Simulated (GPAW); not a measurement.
A run of GPAW 26.7.0 is set up as follows.

The input run.py:

```python
import spglib
from ase import Atoms
from ase.eos import EquationOfState
from ase.io import Trajectory, read
from ase.units import GPa
from gpaw import GPAW, PW

atoms = read('BAs.cif')
cell, positions, numbers = spglib.find_primitive(
    (atoms.cell[:], atoms.get_scaled_positions(), atoms.numbers), symprec=1e-4)
atoms = Atoms(numbers, cell=cell, scaled_positions=positions, pbc=True)

traj = Trajectory('eos.traj', 'w')
volumes, energies = [], []
for x in [0.94, 0.96, 0.98, 1.0, 1.02, 1.04, 1.06]:
    a = atoms.copy()
    a.set_cell(atoms.cell * x**(1 / 3), scale_atoms=True)
    calc = GPAW(mode=PW(800),
                xc='revPBE',
                kpts={'size': (8, 8, 8), 'gamma': True},
                occupations={'name': 'fermi-dirac', 'width': 0.05},
                nbands=11,
                convergence={'density': 1e-05, 'energy': 1e-05},
                maxiter=150,
                txt=f'eos-{x:.2f}.txt')
    a.calc = calc
    energies.append(a.get_potential_energy(force_consistent=True))
    volumes.append(a.get_volume())
    p = -a.get_stress()[:3].mean() / GPa
    calc.write(f'eos-{x:.2f}.gpw')
    traj.write(a)
    print(f'{x:.2f} {volumes[-1]:10.4f} A^3 {energies[-1]:14.6f} eV {p:9.3f} GPa', flush=True)

v0, e0, B = EquationOfState(volumes, energies, eos='birchmurnaghan').fit()
print(f'V0 = {v0:.4f} A^3, E0 = {e0:.6f} eV, B0 = {B / GPa:.2f} GPa')
```

BAs.cif

```cif
data_BAs
_cell_length_a 4.77700000
_cell_length_b 4.77700000
_cell_length_c 4.77700000
_cell_angle_alpha 90.00000000
_cell_angle_beta 90.00000000
_cell_angle_gamma 90.00000000
_space_group_name_H-M_alt 'F-43m'
_space_group_name_Hall 'F -4 2 3'
_space_group_IT_number 216
loop_
_space_group_symop_operation_xyz
'x,y,z'
'y,-x,-z'
'-x,-y,z'
'-y,x,-z'
'x,-y,-z'
'y,x,z'
'-x,y,-z'
'-y,-x,z'
'z,x,y'
'-z,y,-x'
'z,-x,-y'
'-z,-y,x'
'-z,x,-y'
'z,y,x'
'-z,-x,y'
'z,-y,-x'
'y,z,x'
'-x,-z,y'
'-y,z,-x'
'x,-z,-y'
'-y,-z,x'
'x,z,y'
'y,-z,-x'
'-x,z,-y'
'x,y+1/2,z+1/2'
'y,-x+1/2,-z+1/2'
'-x,-y+1/2,z+1/2'
'-y,x+1/2,-z+1/2'
'x,-y+1/2,-z+1/2'
'y,x+1/2,z+1/2'
'-x,y+1/2,-z+1/2'
'-y,-x+1/2,z+1/2'
'z,x+1/2,y+1/2'
'-z,y+1/2,-x+1/2'
'z,-x+1/2,-y+1/2'
'-z,-y+1/2,x+1/2'
'-z,x+1/2,-y+1/2'
'z,y+1/2,x+1/2'
'-z,-x+1/2,y+1/2'
'z,-y+1/2,-x+1/2'
'y,z+1/2,x+1/2'
'-x,-z+1/2,y+1/2'
'-y,z+1/2,-x+1/2'
'x,-z+1/2,-y+1/2'
'-y,-z+1/2,x+1/2'
'x,z+1/2,y+1/2'
'y,-z+1/2,-x+1/2'
'-x,z+1/2,-y+1/2'
'x+1/2,y,z+1/2'
'y+1/2,-x,-z+1/2'
'-x+1/2,-y,z+1/2'
'-y+1/2,x,-z+1/2'
'x+1/2,-y,-z+1/2'
'y+1/2,x,z+1/2'
'-x+1/2,y,-z+1/2'
'-y+1/2,-x,z+1/2'
'z+1/2,x,y+1/2'
'-z+1/2,y,-x+1/2'
'z+1/2,-x,-y+1/2'
'-z+1/2,-y,x+1/2'
'-z+1/2,x,-y+1/2'
'z+1/2,y,x+1/2'
'-z+1/2,-x,y+1/2'
'z+1/2,-y,-x+1/2'
'y+1/2,z,x+1/2'
'-x+1/2,-z,y+1/2'
'-y+1/2,z,-x+1/2'
'x+1/2,-z,-y+1/2'
'-y+1/2,-z,x+1/2'
'x+1/2,z,y+1/2'
'y+1/2,-z,-x+1/2'
'-x+1/2,z,-y+1/2'
'x+1/2,y+1/2,z'
'y+1/2,-x+1/2,-z'
'-x+1/2,-y+1/2,z'
'-y+1/2,x+1/2,-z'
'x+1/2,-y+1/2,-z'
'y+1/2,x+1/2,z'
'-x+1/2,y+1/2,-z'
'-y+1/2,-x+1/2,z'
'z+1/2,x+1/2,y'
'-z+1/2,y+1/2,-x'
'z+1/2,-x+1/2,-y'
'-z+1/2,-y+1/2,x'
'-z+1/2,x+1/2,-y'
'z+1/2,y+1/2,x'
'-z+1/2,-x+1/2,y'
'z+1/2,-y+1/2,-x'
'y+1/2,z+1/2,x'
'-x+1/2,-z+1/2,y'
'-y+1/2,z+1/2,-x'
'x+1/2,-z+1/2,-y'
'-y+1/2,-z+1/2,x'
'x+1/2,z+1/2,y'
'y+1/2,-z+1/2,-x'
'-x+1/2,z+1/2,-y'
loop_
_atom_site_label
_atom_site_type_symbol
_atom_site_symmetry_multiplicity
_atom_site_Wyckoff_symbol
_atom_site_fract_x
_atom_site_fract_y
_atom_site_fract_z
_atom_site_occupancy
As1 As 4 c 0.2500000000 0.2500000000 0.2500000000 1
B1 B 4 a 0.0000000000 0.0000000000 0.0000000000 1
```

Potentials or basis: the program's PAW data sets (release 1.2.1) made for this functional, pw.

The run is started by

```sh
$ OMP_NUM_THREADS=1 python run.py
```

**Question.** Estimate the bulk modulus.

**Answer.** 127 GPa.

**Question.** Estimate the pressure derivative of the bulk modulus.

**Answer.** 4.1.

**Question.** Predict the equilibrium volume.

**Answer.** 14.17 Å³/atom.

Energy against volume, from the lowest point:
```
volume (Å³/atom)  energy (meV/atom)
          12.809              61.77
          13.081              38.13
          13.354              20.69
          13.626               8.88
          13.899               2.14
          14.171               0.00
          14.444               2.02
```

revPBE gives volumes clearly too large for solids.

**What was measured.**

“Basic Physical Properties of Cubic Boron Arsenide”, 2019, arxiv:1911.11281 quotes, for a bulk crystal of BAs: bulk modulus 148 GPa.

Measured bulk modulus of BAs: 148 GPa (quoted in “Basic Physical Properties of Cubic Boron Arsenide”, 2019, arxiv:1911.11281). This calculation gives 127 GPa (-14.1 %). The fit is for a static lattice scaled at fixed shape and fixed fractional positions.
